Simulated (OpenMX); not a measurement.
## Pt in OpenMX: convergence with VNA

Input of the first run (VNA 1 3); the others differ in this setting and in those tied to it:

Contents of Pt.dat:

```
System.CurrrentDirectory             ./
System.Name                          Pt
DATA.PATH                            ./DFT_DATA13
level.of.stdout                      1
level.of.fileout                     1
Species.Number                       1
<Definition.of.Atomic.Species
  Pt  Pt7.0-s3p2d2           Pt_CA13
Definition.of.Atomic.Species>

Atoms.Number                         1
Atoms.SpeciesAndCoordinates.Unit     AU
<Atoms.SpeciesAndCoordinates
    1  Pt   -0.0917084972   -0.2812992586   -0.0872551843   8.000  8.000
Atoms.SpeciesAndCoordinates>

Atoms.UnitVectors.Unit               AU
<Atoms.UnitVectors
    -3.0548821202    3.0382733173    3.0372320782
     3.0071854328   -2.9734311448    2.9246913286
     3.0190037800    2.9375509148   -2.9723899057
Atoms.UnitVectors>

scf.XcType                           LDA
scf.SpinPolarization                 off
scf.ElectronicTemperature            580.226
scf.energycutoff                     400.0
scf.maxIter                          100
scf.EigenvalueSolver                 band
scf.Kgrid                            9 9 9
scf.Mixing.Type                      rmm-diisk
scf.Init.Mixing.Weight               0.05
scf.Min.Mixing.Weight                0.001
scf.Max.Mixing.Weight                0.3
scf.Mixing.History                   25
scf.Mixing.StartPulay                8
scf.criterion                        1.0e-8
scf.stress.tensor                    on
MD.Type                              nomd
scf.BufferL.VNA                      1
scf.RadialF.VNA                      3
```

Potentials or basis: OpenMX 2013 LDA set, Pt7.0-s3p2d2, grid cutoff 400 Ry.

Launch:

```bash
$ openmx Pt.dat -nt 1 > Pt.std
```

The cell isn't the ideal one: cell strained at random at fixed volume.

This isn't the form of Pt at room conditions, which is fcc.

Hardware: 1 thread of Arm Neoverse V1, with other jobs on the host.

```
 VNA  energy less the tightest run, at zero smearing (meV/atom)  pressure (GPa)  SCF cycles  CPU time (s)  peak memory (GiB)
 1 3                                                  -52213.89        -3768.23          15            33               0.36
 2 4                                                      91.30           -7.83          16            35               0.36
 3 6                                                      18.96           -9.22          14            33               0.35
 4 8                                                      -7.62          -10.55          14            35               0.42
5 10                                                     -10.97          -10.76          14            38                0.4
6 12                                                       1.80          -10.41          14            42               0.47
6 16                                                       0.00          -10.42          14            45               0.54
```

Against the tightest run, the pressure stays within 0.1 GPa from 6 12 on. Not settled before the last step: the energy (to 1 meV/atom). The tightest run that finished is the yardstick and may itself not be fully converged.

Caveat, for the tightest run too: the basis of atomic orbitals isn't converged, which shifts pressures, moduli and gaps. The run has no spin-orbit coupling, so splittings on Pt are missing.
